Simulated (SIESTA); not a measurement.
SnTe:

```
Te Sn
1.0
     0.00000    3.15085    3.15085
     3.15085    0.00000    3.15085
     3.15085    3.15085    0.00000
Te Sn
1 1
Direct
  0.50000 0.50000 0.50000
  0.00000 0.00000 0.00000
```

Base run:

| Item | Value |
| --- | --- |
| Program | SIESTA 5.4.2 |
| Functional | vdW-DF-cx |
| Potentials or basis | PseudoDojo 0.4 standard (PBE files) |
| Basis | DZP (energy shift 0.003 Ry; two zetas on semicore shells) |
| Grid cutoff | 500 Ry |
| Energy shift | 0.003 Ry |
| k mesh | 7 × 7 × 7 |
| Occupations | fermi-dirac, width 0.05 eV |
| Spin | no spin polarisation |

Its results: pressure 1.2 GPa.

Q: The run is repeated on the same cell with these changes: functional from vdW-DF-cx to BLYP. What comes out?

A: Pressure 6.6 GPa.

Caveats: the potentials were made for another functional, which shifts forces and pressure; the basis of atomic orbitals isn't converged, which shifts pressures, moduli and gaps.
